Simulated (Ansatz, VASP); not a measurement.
## Si in VASP and in Ansatz

```xyz
2
Lattice="0.0000 2.7108 2.7108 2.7108 0.0000 2.7108 2.7108 2.7108 0.0000" Properties=species:S:1:pos:R:3 pbc="T T T"
Si    2.7108    2.7108    2.7108
Si    4.0661    4.0661    4.0661
```

Alike in both runs: functional PBE; dispersion D3(BJ); k mesh 12 × 12 × 12; occupations gaussian, width 0.02 eV; no spin polarisation.

Ansatz relaxed the structure, and its values are those at the end. VASP's run is a single point on that final structure, the one shown.

|  | VASP | Ansatz |
| --- | --- | --- |
| version | VASP 6.6.1 | Ansatz 0.2.0 |
| potentials or method | VASP PAW PBE potentials, release 64 (Si) | scalar-relativistic, plane waves, PAW |
| plane-wave cutoff (eV) | 520 | 420 |
| valence electrons in the cell | 8 | 8 |

```tsv
	VASP	Ansatz	Ansatz less VASP
gap on the k mesh at the Fermi level (eV)	0.56	0.56	-0.002
least direct gap on the mesh (eV)	2.57	2.56	-0.005
pressure (GPa)	-0.1	0.0	+0.09
```

A k mesh can miss the band edges. Expect the measured gap to be larger: semilocal functionals such as PBE lack the derivative discontinuity.
